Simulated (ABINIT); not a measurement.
MnS:

```
CELL_PARAMETERS angstrom
0.00000 2.60450 2.60450
2.60450 0.00000 2.60450
2.60450 2.60450 0.00000
ATOMIC_POSITIONS crystal
Mn 0.00000 0.00000 0.00000
S 0.50000 0.50000 0.50000
```

Base run:

```yaml
Program: ABINIT 10.8.3 (patched build)
Functional: PBE
Potentials_or_basis: PseudoDojo NC SR PBE v0.5 stringent
Cutoff: 1660 eV
k_mesh: 7 × 7 × 7
Occupations: fermi-dirac, width 0.05 eV
Spin: collinear spin, ferromagnetic start
Starting_moments: "[4.0, 0.0] μB"
```

Its results: pressure -3.3 GPa; net moment 4.70 μB per cell; site moments Mn +4.04; S +0.12 μB.

Q: The run is repeated on the same cell with these changes: k mesh from 7 × 7 × 7 to 6 × 6 × 6, with 4 shifts. What comes out?

A: Pressure -2.8 GPa; net moment 4.73 μB per cell; site moments Mn +4.06; S +0.13 μB.

Caveats: a cell with one magnetic atom can't hold antiferromagnetic order, which such compounds often take.
